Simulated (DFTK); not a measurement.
# B (Pm-3m) in DFTK: reference runs

Aim: a first look at B with PBE, on the cell as given and on a disturbed one.

Everything below comes from runs of DFTK 0.8.2. Logs are shortened: lines on timing, memory, paths and dates and some standing lists are left out, and cuts for length are marked.

### Step 1. The structure

It takes space group Pm-3m (No. 221, cubic). The conventional cell has a = 1.885 Å, b = 1.885 Å, c = 1.885 Å, α = 90.00°, β = 90.00°, γ = 90.00°. B (site symmetry m-3m) has 6 B at 1.89 Å as nearest neighbours.

The cell was built by a generator and needn't be a form met in nature.

### Step 2. Single point, PBE

run.jl

```julia
using DFTK
using PseudoPotentialData
using Unitful, UnitfulAtomic
using LinearAlgebra, Printf
include("save.jl")
disable_threading()

# lattice vectors are the columns
lattice = austrip(1u"Å") * [       1.88524            0.0            0.0;
                      0.0        1.88524            0.0;
                      0.0            0.0        1.88524]
symbols   = [:B]
positions = [[0.5, 0.5, 0.5]]
pseudopotentials = PseudoFamily("dojo.nc.sr.pbe.v0_4_1.standard.upf")
elements = Dict(s => ElementPsp(s, pseudopotentials) for s in unique(symbols))
atoms    = [elements[s] for s in symbols]

build_model(lattice, positions; symmetries=true) =
    model_DFT(lattice, atoms, positions;
              functionals=PBE(),
              temperature=austrip(0.05u"eV"),
              smearing=Smearing.FermiDirac(),
              symmetries)
Ecut  = 38.0  # hartree
kgrid = [14, 14, 14]
tol   = 1e-6
to_GPa = ustrip(uconvert(u"GPa", 1u"hartree/bohr^3"))

model = build_model(lattice, positions)
basis = PlaneWaveBasis(model; Ecut, kgrid)
display(basis)
scfres = self_consistent_field(basis;
                               tol,
                               nbandsalg=AdaptiveBands(model; n_bands_converge=6))
display(scfres.energies)
@printf "Fermi level: %.6f eV\n" ustrip(auconvert(u"eV", something(scfres.εF, NaN)))
forces = compute_forces_cart(scfres)
println("Forces (eV/Å)")
for (s, f) in zip(symbols, forces)
    @printf "%-3s %12.6f %12.6f %12.6f\n" s ustrip.(auconvert.(u"eV/Å", f))...
end
stress = compute_stresses_cart(scfres)
println("Stress (GPa)")
display(round.(stress * to_GPa; digits=4))
println("Levels at the first k-point (eV): ", round.(ustrip.(auconvert.(u"eV", scfres.eigenvalues[1][1:scfres.n_bands_converge])); digits=4))
save_scf!(scfres; forces, stress)
```

Potentials or basis: dojo.nc.sr.pbe.v0_4_1.standard.upf (PBE).

Started as:

```bash
julia --threads=1 run.jl  # save.jl only writes the numbers to a file and isn't shown; printed stress counts tension as positive; times include loading and compiling
```

The log of the run:

```text
PlaneWaveBasis discretization:

    Ecut                 : 38.0 Ha
    fft_size             : (24, 24, 24), 13824 total points
    kgrid                : MonkhorstPack([14, 14, 14])
    num.   red. kpoints  : 2744
    num. irred. kpoints  : 120

    Discretized Model(gga_x_pbe+gga_c_pbe, 3D):
        lattice (in Bohr)    : [3.56259   , 0         , 0         ]
                               [0         , 3.56259   , 0         ]
                               [0         , 0         , 3.56259   ]
        unit cell volume     : 45.216 Bohr³

        atoms                : B
        pseudopot. family    : PseudoFamily("dojo.nc.sr.pbe.v0_4_1.standard.upf")

        num. electrons       : 3
        spin polarization    : none
        temperature          : 0.0018375 Ha
        smearing             : DFTK.Smearing.FermiDirac()

        terms                : Kinetic()
                               AtomicLocal()
                               AtomicNonlocal()
                               Ewald(nothing)
                               PspCorrection()
                               Hartree()
                               Xc(gga_x_pbe, gga_c_pbe)
                               Entropy()
n     Energy            log10(ΔE)   log10(Δρ)   Diag   Δtime
---   ---------------   ---------   ---------   ----   ------
  1   -2.899972210127                   -1.55    4.3    1.76s
  2   -2.900084579512       -3.95       -1.96    9.2    2.53s
  3   -2.900097637882       -4.88       -2.83   11.6    3.23s
  4   -2.900098231097       -6.23       -3.70   15.5    4.12s
  5   -2.900098237391       -8.20       -4.27   20.4    4.98s
  6   -2.900098237552       -9.79       -5.27   24.4    6.21s
  7   -2.900098237556      -11.44       -6.22   28.3    7.05s
Energy breakdown (in Ha):
    Kinetic             1.9307548
    AtomicLocal         -0.3880228
    AtomicNonlocal      0.0824571
    Ewald               -3.5838669
    PspCorrection       0.2248151
    Hartree             0.0373148
    Xc                  -1.2033791
    Entropy             -0.0001711

    total               -2.900098237556
Fermi level: 8.344850 eV
Forces (eV/Å)
B       0.000000    -0.000000    -0.000000
Stress (GPa)
3×3 StaticArraysCore.SMatrix{3, 3, Float64, 9} with indices SOneTo(3)×SOneTo(3):
 -0.2631  -0.0     -0.0
 -0.0     -0.2631   0.0
 -0.0      0.0     -0.2631
Levels at the first k-point (eV): [-7.3949, 21.9717, 21.9717, 21.9717, 32.6097, 32.6097, 41.4365, 61.7196, 61.7196, 61.7196, 71.5267, 71.5267, 71.5267, 75.7465, 75.7465, 75.7655, 75.7655, 75.7655, 91.6641, 111.5455, 111.5455, 111.5455, 115.3791, 115.3791, 115.3791, 115.3964, 127.6808, 146.6354, 146.6354, 146.6354]
```

Run time: 47 s. Hardware: 1 thread of Intel Xeon 6975P-C (Granite Rapids), shared host; peak memory 1.4 GiB.

Results:

```
Free energy            : -78.9157 eV
Pressure               : 0.3 GPa
Band gap on the k mesh : none (metal or under the smearing width)
```

### Step 3. Single point, PBE (cell strained at random at fixed volume)

Edit run.jl of step 2 so:

```diff
@@ -8,7 +8,7 @@
 # lattice vectors are the columns
-lattice = austrip(1u"Å") * [       1.88524            0.0            0.0;
-                      0.0        1.88524            0.0;
-                      0.0            0.0        1.88524]
+lattice = austrip(1u"Å") * [      1.904975       0.003193      -0.019912;
+                 0.003193       1.864064       0.000396;
+                -0.019912       0.000396       1.887118]
 symbols   = [:B]
-positions = [[0.5, 0.5, 0.5]]
+positions = [[0.499983, 0.518383, 0.513778]]
 pseudopotentials = PseudoFamily("dojo.nc.sr.pbe.v0_4_1.standard.upf")
```

Potentials or basis: dojo.nc.sr.pbe.v0_4_1.standard.upf (PBE).

Started as:

```bash
julia --threads=1 run.jl  # save.jl only writes the numbers to a file and isn't shown; printed stress counts tension as positive; times include loading and compiling
```

The log of the run:

```text
PlaneWaveBasis discretization:

    Ecut                 : 38.0 Ha
    fft_size             : (24, 24, 24), 13824 total points
    kgrid                : MonkhorstPack([14, 14, 14])
    num.   red. kpoints  : 2744
    num. irred. kpoints  : 2744

    Discretized Model(gga_x_pbe+gga_c_pbe, 3D):
        lattice (in Bohr)    : [3.59988   , 0.0060339 , -0.0376282]
                               [0.0060339 , 3.52257   , 0.000748332]
                               [-0.0376282, 0.000748332, 3.56614   ]
        unit cell volume     : 45.216 Bohr³

        atoms                : B
        pseudopot. family    : PseudoFamily("dojo.nc.sr.pbe.v0_4_1.standard.upf")

        num. electrons       : 3
        spin polarization    : none
        temperature          : 0.0018375 Ha
        smearing             : DFTK.Smearing.FermiDirac()

        terms                : Kinetic()
                               AtomicLocal()
                               AtomicNonlocal()
                               Ewald(nothing)
                               PspCorrection()
                               Hartree()
                               Xc(gga_x_pbe, gga_c_pbe)
                               Entropy()
n     Energy            log10(ΔE)   log10(Δρ)   Diag   Δtime
---   ---------------   ---------   ---------   ----   ------
  1   -2.900064256272                   -1.54    3.0    20.4s
  2   -2.900164785171       -4.00       -1.95    9.6    39.5s
  3   -2.900178167411       -4.87       -2.82   11.3    60.0s
  4   -2.900178769351       -6.22       -3.73   15.3    84.1s
  5   -2.900178776730       -8.13       -4.55   20.1     107s
  6   -2.900178776831      -10.00       -5.31   25.4     129s
  7   -2.900178776833      -11.68       -6.24   29.5     150s
Energy breakdown (in Ha):
    Kinetic             1.9306760
    AtomicLocal         -0.3887320
    AtomicNonlocal      0.0826538
    Ewald               -3.5835325
    PspCorrection       0.2248150
    Hartree             0.0375365
    Xc                  -1.2034639
    Entropy             -0.0001317

    total               -2.900178776833
Fermi level: 8.350405 eV
Forces (eV/Å)
B      -0.000000    -0.000000    -0.000000
Stress (GPa)
3×3 StaticArraysCore.SMatrix{3, 3, Float64, 9} with indices SOneTo(3)×SOneTo(3):
  1.6542  -1.0445   3.9006
 -1.0445  -3.3934  -0.2119
  3.9006  -0.2119   0.689
Levels at the first k-point (eV): [-7.3952, 21.3494, 21.937, 22.6474, 32.183, 32.9991, 41.5062, 60.7135, 62.0964, 62.2692, 70.2586, 71.6026, 72.3468, 74.8065, 75.591, 76.2917, 76.3501, 76.4216, 91.7127, 109.9261, 111.1592, 113.024, 113.7087, 115.231, 116.0578, 117.1523, 127.8592, 143.8116, 146.4148, 149.7519]
```

Wall time 13 min (1 thread of Intel Xeon 6975P-C (Granite Rapids), shared host); peak memory 5.1 GiB.

Results:

```yaml
Free_energy: -78.9179 eV
Pressure: 0.4 GPa
Band_gap_on_the_k_mesh: none (metal or under the smearing width)
```
